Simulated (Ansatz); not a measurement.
Structure types of CoSi compared at 100 GPa

Structure types of CoSi are relaxed in primitive cells with their symmetry kept at 100 GPa on PAW files, and LAPW takes those cells. The enthalpy is E + pV at zero temperature, without zero-point motion. Only the types listed were tried, and differences under about 5 meV/atom are mesh noise. The real phase may be another.

All numbers are LDA results (scalar-relativistic) from Ansatz 0.2.0, with Fermi–Dirac smearing of 0.08 eV, spin-polarised from start moments Co1 1.7 μB. Methods: LAPW: all electrons, basis error target 0.5 meV/atom; PAW: frozen-core files, cutoff 420 eV.

k meshes: rocksalt 16×16×16, CsCl 16×16×16, zincblende 14×14×14, wurtzite 11×11×6.

The start moments died away, and the runs ended non-magnetic. The PAW files were made under PBE.

```tsv
start type	ends as	a, b, c (Å)	V (Å³/atom)	H − H(lowest), LAPW (meV/atom)	moment (μB/atom)
rocksalt	rocksalt, Fm-3m	4.152, 4.152, 4.152	8.94	1316.1	0.00
CsCl	CsCl, Pm-3m	2.523, 2.523, 2.523	8.03	0.0	0.00
zincblende	zincblende, F-43m	4.398, 4.398, 4.398	10.63	?	0.00
wurtzite	flat h-MgO, P6_3/mmc	3.403, 3.403, 4.006	10.04	?	0.00
```

What belongs in the row "wurtzite", column "H − H(lowest), LAPW (meV/atom)"?

2217.9.

Fill in "H − H(lowest), LAPW (meV/atom)" for the row "zincblende".

3092.2.
